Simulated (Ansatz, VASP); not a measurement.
## W in VASP and in Ansatz

The input INCAR:

```
SYSTEM = W
ALGO     = Normal         ! electronic algorithm
EDIFF    = 1E-7           ! SCF threshold, eV
ENCUT    = 520            ! plane-wave cutoff, eV
GGA      = PS             ! functional
ISIF     = 2              ! what is computed and relaxed
ISMEAR   = -1             ! smearing method
LASPH    = .True.         ! aspherical terms in the spheres
LCHARG   = .False.        ! write CHGCAR
LREAL    = .False.        ! projectors in reciprocal space
LWAVE    = .False.        ! write WAVECAR
NBANDS   = 13             ! bands
NELM     = 80             ! most SCF steps
PREC     = Accurate       ! precision mode
SIGMA    = 0.05           ! smearing width, eV
```

KPOINTS

```
k-points
0
Gamma
  11 11 11
  0 0 0
```

The input POSCAR:

```
W
1.0
    0.0000000000      2.0163754284      2.0163754284
    2.0163754284      0.0000000000      2.0163754284
    2.0163754284      2.0163754284      0.0000000000
W
1
Direct
    0.0000000000      0.0000000000      0.0000000000
```

Contents of input.yaml:

```yaml
crystal:
  lattice:
    - [0.0, 2.0163754284, 2.0163754284]
    - [2.0163754284, 0.0, 2.0163754284]
    - [2.0163754284, 2.0163754284, 0.0]
  atoms:
    - { symbol: W, position: [0.0, 0.0, 0.0] }
hamiltonian:
  xc: pbesol
  pseudopotentials: { kind: paw }
kpoints:
  mp_grid: { grid: [11, 11, 11] }
scf:
  occupations: { method: fermi_dirac, width: 0.05 }
output:
  forces: true
  stress: true
  eigenvalues: true
  write_density: true
  write_potential: true
  elf: true
  volumetric_format: npy
```

Change from the starting cell: volume scaled by 0.98.

Alike in both runs: task single point; functional PBEsol; k mesh 11 × 11 × 11; occupations fermi-dirac, width 0.05 eV; no spin polarisation.

|  | VASP | Ansatz |
| --- | --- | --- |
| version | VASP 6.6.1 | Ansatz 0.2.0 |
| potentials or method | VASP PAW PBE potentials, release 64 (W_sv) | Ansatz PAW |
| plane-wave cutoff (eV) | 520 | 420 |
| valence electrons in the cell | 14 | 14 |

Ansatz gave:

* gap on the k mesh at the Fermi level (eV): none
* pressure (GPa): -7.3

Problem. What did VASP give for the same quantities?

Solution. gap on the k mesh at the Fermi level (eV): none; pressure (GPa): -6.8.

A gap of «none» marks a metal or a gap that the smearing closes.

Caveats: the PAW data sets were made with another functional, which shifts forces and pressure a little (VASP); the PAW data sets come from PBE, with cores solved anew for the run's functional, which leaves a small shift of forces and pressure (Ansatz). The runs have no spin-orbit coupling, so splittings on W are missing.
